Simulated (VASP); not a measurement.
# Zr (P6_3/mmc) in VASP: further runs

The runs below take Zr through relaxation of cell and atoms, relaxation of shape and atoms at fixed volume, with PBE+D3(BJ).

Program: VASP 6.6.1. These are calculated values, not measurements. Logs are shortened: lines on timing, memory, paths and dates and some standing lists are left out, and cuts for length are marked.

## Step 1: The structure

It takes space group P6_3/mmc (No. 194, hexagonal). The conventional cell has a = 3.232 Å, b = 3.232 Å, c = 5.147 Å, α = 90.00°, β = 90.00°, γ = 120.00°. Zr (site symmetry -6m2) is surrounded by 12 Zr at 3.18 to 3.23 Å.

## Step 2: Relaxation of cell and atoms, PBE+D3(BJ)

Contents of INCAR:

```
SYSTEM = Zr
PREC = Accurate ; ENCUT = 600
EDIFF = 1E-6 ; ISMEAR = 1
SIGMA = 0.1 ; LREAL = .FALSE.
LASPH = .TRUE. ; NELM = 80
ALGO = Normal ; ISIF = 3
LWAVE = .FALSE. ; LCHARG = .FALSE.
GGA = PE ; IVDW = 12
IBRION = 2 ; NSW = 90
EDIFFG = -0.01
```

Contents of KPOINTS:

```
regular mesh
0
G
  15 15 7
  0 0 0
```

Contents of POSCAR:

```
Zr
1.0
    3.2320000000      0.0000000000      0.0000000000
   -1.6160000000      2.7989941050      0.0000000000
    0.0000000000      0.0000000000      5.1470000000
Zr
2
Direct
    0.3333333333      0.6666666667      0.2500000000
    0.6666666667      0.3333333333      0.7500000000
```

Potentials or basis: VASP PAW PBE potentials, release 64 (Zr_sv).

Command:

```sh
$ cat potpaw_PBE.64/Zr_sv/POTCAR > POTCAR
$ mpirun -np 1 vasp_std > vasp.out
```

OUTCAR:

```text
SYSTEM = Zr
   PREC = Accurate
   ENCUT = 600
   EDIFF = 1E-6
   ISMEAR = 1
   LREAL = .FALSE.
   LASPH = .TRUE.
   NELM = 80
   ISIF = 3
   GGA = PE
   IVDW = 12
   IBRION = 2
   NSW = 90
   EDIFFG = -0.01
 IVDW          = 12

 ion  position               nearest neighbor table
   1  0.333  0.667  0.250-   2 3.18   2 3.18   2 3.18   2 3.18   2 3.18   2 3.18
   2  0.667  0.333  0.750-   1 3.18   1 3.18   1 3.18   1 3.18   1 3.18   1 3.18

  LATTYP: Found a hexagonal cell.
 ALAT       =     3.2320000000
 C/A-ratio  =     1.5925123762

  Lattice vectors:

 A1 = (   3.2320000000,   0.0000000000,   0.0000000000)
 A2 = (  -1.6160000000,   2.7989941050,   0.0000000000)
 A3 = (   0.0000000000,   0.0000000000,   5.1470000000)

Analysis of symmetry for initial positions (statically):
=====================================================================
 Subroutine PRICEL returns:
 Original cell was already a primitive cell.

 Routine SETGRP: Setting up the symmetry group for a
 hexagonal supercell.

 Subroutine GETGRP returns: Found 24 space group operations
 (whereof 12 operations were pure point group operations)
 out of a pool of 24 trial point group operations.

The static configuration has the point symmetry D_3d.
 The point group associated with its full space group is D_6h.

Analysis of symmetry for dynamics (positions and initial velocities):
=====================================================================
 Subroutine PRICEL returns:
 Original cell was already a primitive cell.

 Routine SETGRP: Setting up the symmetry group for a
 hexagonal supercell.

 Subroutine GETGRP returns: Found 24 space group operations
 (whereof 12 operations were pure point group operations)
 out of a pool of 24 trial point group operations.

The dynamic configuration has the point symmetry D_3d.
 The point group associated with its full space group is D_6h.

 Subroutine INISYM returns: Found 24 space group operations
 (whereof 12 operations are pure point group operations),
 and found     1 'primitive' translations

----------------------------------------------------------------------------------------

                                     Primitive cell

  volume of cell :      46.5616

  direct lattice vectors                    reciprocal lattice vectors
     3.232000000  0.000000000  0.000000000     0.309405941  0.178635603  0.000000000
    -1.616000000  2.798994105  0.000000000     0.000000000  0.357271206  0.000000000
     0.000000000  0.000000000  5.147000000     0.000000000  0.000000000  0.194287935

  length of vectors
     3.232000000  3.232000000  5.147000000     0.357271206  0.357271206  0.194287935

  position of ions in fractional coordinates (direct lattice)
     0.333333333  0.666666667  0.250000000
     0.666666667  0.333333333  0.750000000

  ion indices of the primitive-cell ions
   primitive index   ion index
                 1           1
                 2           2

----------------------------------------------------------------------------------------

 KPOINTS: regular mesh

Automatic generation of k-mesh.
 Grid dimensions read from file:
 generate k-points for:   15   15    7

 Generating k-lattice:

  Cartesian coordinates                     Fractional coordinates (reciprocal lattice)
     0.020627063  0.011909040  0.000000000     0.066666667  0.000000000  0.000000000
     0.000000000  0.023818080  0.000000000     0.000000000  0.066666667  0.000000000
     0.000000000  0.000000000  0.027755419     0.000000000  0.000000000  0.142857143

  Length of vectors
     0.023818080  0.023818080  0.027755419

  Shift w.r.t. Gamma in fractional coordinates (k-lattice)
     0.000000000  0.000000000  0.000000000

 Subroutine IBZKPT returns following result:
 ===========================================

 Found    108 irreducible k-points:

 Following reciprocal coordinates:
            Coordinates               Weight
  0.000000  0.000000  0.000000      1.000000
  0.066667 -0.000000  0.000000      6.000000
  0.133333 -0.000000  0.000000      6.000000
  0.200000 -0.000000  0.000000      6.000000
  0.266667 -0.000000  0.000000      6.000000
  0.333333  0.000000  0.000000      6.000000
[... 16 lines left out ...]
  0.333333  0.200000  0.000000     12.000000
  0.400000  0.200000  0.000000      6.000000
 [... further k-points ...]
   k-points           NKPTS =    108   k-points in BZ     NKDIM =    108   number of bands    NBANDS=     16
   number of dos      NEDOS =    301   number of ions     NIONS =      2
   total plane-waves  NPLWV =  32928
   dimension x,y,z NGX =    28 NGY =   28 NGZ =   42
   dimension x,y,z NGXF=    56 NGYF=   56 NGZF=   84
   ions per type =               2
   NGX,Y,Z   is equivalent  to a cutoff of  14.40, 14.40, 13.57 a.u.
   NGXF,Y,Z  is equivalent  to a cutoff of  28.80, 28.80, 27.13 a.u.
 SYSTEM =  Zr
   PREC   = accura    normal or accurate (medium, high low for compatibility)
   ISTART =      0    job   : 0-new  1-cont  2-samecut
   ICHARG =      2    charge: 1-file 2-atom 10-const
   ISPIN  =      1    spin polarized calculation?
   LNONCOLLINEAR =      F non collinear calculations
   LSORBIT =      F    spin-orbit coupling
   LASPH  =      T    aspherical Exc in radial PAW
   ENCUT  =  600.0 eV  44.10 Ry    6.64 a.u.   6.46  6.46 10.28*2*pi/ulx,y,z
   NELM   =     80;   NELMIN=  2; NELMDL= -5     # of ELM steps
   EDIFF  = 0.1E-05   stopping-criterion for ELM
   LREAL  =      F    real-space projection
   EDIFFG = -.1E-01   stopping-criterion for IOM
   NSW    =     90    number of steps for IOM
   IBRION =      2    ionic relax: 0-MD 1-quasi-New 2-CG
   NFREE  =      1    steps in history (QN), initial steepest desc. (CG)
   ISIF   =      3    stress and relaxation
   ISYM   =      2    0-nonsym 1-usesym 2-fastsym
   POTIM  = 0.5000    time-step for ionic-motion
   TEBEG  =    0.0;   TEEND  =   0.0 temperature during run
   PSTRESS=    0.0 pullay stress
   NELECT =      24.0000    total number of electrons
   NUPDOWN=      -1.0000    fix difference up-down
   EMIN   =  10.00;   EMAX   =-10.00  energy-range for DOS
   EFERMI =   0.00;   METHOD = LEGACY
   ISMEAR =     1;   SIGMA  =   0.10  broadening in eV -4-tet -1-fermi 0-gaus
   EFERMI_NEDOS =   21; number of points for ismear=-14 and -15
   IALGO  =     38    algorithm
   IMIX   =      4    mixing-type and parameters
     AMIX     =   0.40;   BMIX     =  1.00
     AMIX_MAG =   1.60;   BMIX_MAG =  1.00
  volume/ion in A,a.u.               =      23.28       157.11
  Fermi-wavevector in a.u.,A,eV,Ry     =   1.312611  2.480475 23.442130  1.722948
  Thomas-Fermi vector in A             =   2.442991
   LORBIT       =      0    0 simple, 1 ext, 2 COOP (PROOUT), +10 PAW based schemes
   GGA     = PE    functional components
   LHFCALC =     F    Hartree Fock is set to
   AEXX    =    0.0000 exact exchange contribution
   IVDW    =    12    specifies the selected vdW correction
   LEPSILON=     F    determine dielectric tensor
   LRPA    =     F    only Hartree local field effects (RPA)
 conjugate gradient relaxation of ions
 non-spin polarized calculation
 Methfessel and Paxton  Order N= 1 SIGMA  =   0.10
  energy-cutoff  :      600.00
  volume of cell :       46.56
 maximum number of plane-waves:      1580
 NGX is ok and might be reduce to    28
   NGX = 13   NGY = 13   NGZ = 21

--------------------------------------- Ionic step        1  -------------------------------------------

 number of electron      24.0000000 magnetization

 Free energy of the ion-electron system (eV)
  ---------------------------------------------------
  ext. energy  EPLUGINS =         0.00000000
  ---------------------------------------------------
  free energy    TOTEN  =       -17.04222521 eV

  energy without entropy =      -17.04276085  energy(sigma->0) =      -17.04240376

------------------------ aborting loop because EDIFF is reached ----------------------------------------

 Edisp (eV)   -1.05655

 E8    (eV) :    -0.5424

  FORCE on cell =-STRESS in cart. coord.  units (eV):
  Direction    XX          YY          ZZ          XY          YZ          ZX
  --------------------------------------------------------------------------------------
  -------------------------------------------------------------------------------------
  Total      -1.01302    -1.01302    -0.88419     0.00000    -0.00000     0.00000
  in kB     -34.85801   -34.85801   -30.42502     0.00000    -0.00000     0.00000
  external pressure =      -33.38 kB  Pullay stress =        0.00 kB
[... 181 lines left out ...]
  energy  without entropy=      -18.1175432340  energy(sigma->0) =      -18.11700169

--------------------------------------- Ionic step        6  -------------------------------------------

 number of electron      24.0000000 magnetization

 Free energy of the ion-electron system (eV)
  ---------------------------------------------------
  ext. energy  EPLUGINS =         0.00000000
  ---------------------------------------------------
  free energy    TOTEN  =       -17.01909261 eV

  energy without entropy =      -17.01988442  energy(sigma->0) =      -17.01935655

 E-fermi :   9.4206     XC(G=0): -11.2494

 val. band max:        9.4198342303   @ k =   0.2667   0.2667   0.2857
 cond. band min:       9.4213424009   @ k =   0.3333   0.2667   0.2857
 fundamental gap:      0.0015081705
 Fermi energy:         9.4205878756

 k-point     1 :       0.0000    0.0000    0.0000
  band No.  band energies     occupation
      1     -39.3618      2.00000
      2     -39.1870      2.00000
      3     -17.9446      2.00000
      4     -16.9703      2.00000
      5     -16.9703      2.00000
      6     -16.8303      2.00000
[... 8 lines left out ...]
     15      10.9986     -0.00000
     16      10.9986     -0.00000
[... 420 lines left out ...]
  band No.  band energies     occupation
      1     -39.1837      2.00000
      2     -39.1482      2.00000
      3     -17.6848      2.00000
      4     -17.5018      2.00000
      5     -17.3846      2.00000
      6     -17.3548      2.00000
[... 8 lines left out ...]
     15      11.0643     -0.00000
     16      13.7635      0.00000

 [... further k-points ...]

------------------------ aborting loop because EDIFF is reached ----------------------------------------

 Edisp (eV)   -1.09767

 E8    (eV) :    -0.5638

  FORCE on cell =-STRESS in cart. coord.  units (eV):
  Direction    XX          YY          ZZ          XY          YZ          ZX
  --------------------------------------------------------------------------------------
  -------------------------------------------------------------------------------------
  Total       0.01161     0.01161     0.01923    -0.00000    -0.00000     0.00000
  in kB       0.41451     0.41451     0.68632    -0.00000    -0.00000     0.00000
  external pressure =        0.51 kB  Pullay stress =        0.00 kB
[... 17 lines left out ...]
  FREE ENERGIE OF THE ION-ELECTRON SYSTEM (eV)
  ---------------------------------------------------
  free  energy   TOTEN  =       -18.1167661536 eV

  energy  without entropy=      -18.1175579589  energy(sigma->0) =      -18.11703009

 reached required accuracy - stopping structural energy minimisation
```

Wall time 2.3 min (1 thread of Intel Xeon 6975P-C (Granite Rapids), shared host); peak memory 0.25 GiB.

Results:

```
Free energy                            : -18.1168 eV
Relaxed volume                         : 22.45 Å³/atom
Relaxed cell                           : a = 3.185 Å, b = 3.185 Å, c = 5.110 Å, α = 90.00°, β = 90.00°, γ = 120.00°
Space group after relaxing (to 0.05 Å) : P6_3/mmc (No. 194)
Energy gained by relaxing              : 9.0 meV/atom
Ionic steps                            : 6
Pressure after relaxing                : 0.1 GPa
Band gap on the k mesh                 : none (metal or under the smearing width)
Dispersion energy per atom             : -0.549 eV
```

The path:
```
step  energy change (eV)  largest force (eV/Å)  pressure (GPa)  volume (Å³)
   1              0.0000                0.0000           -3.34        46.56
   2             -0.0002                0.0000            3.69        43.37
   3             -0.0177                0.0000           -0.02        44.93
   4             -0.0177                0.0000            0.06        44.90
   5             -0.0180                0.0000            0.05        44.89
   6             -0.0180                0.0000            0.05        44.89
```

Final structure:
```
Zr
1.0
     3.18504    0.00000    0.00000
    -1.59252    2.75832    0.00000
     0.00000    0.00000    5.10975
Zr
2
Direct
  0.33333 0.66667 0.25000
  0.66667 0.33333 0.75000
```

Caveat: pairwise dispersion overbinds metals, which lowers pressure and volume.

(Continued in part 2 of 2.)
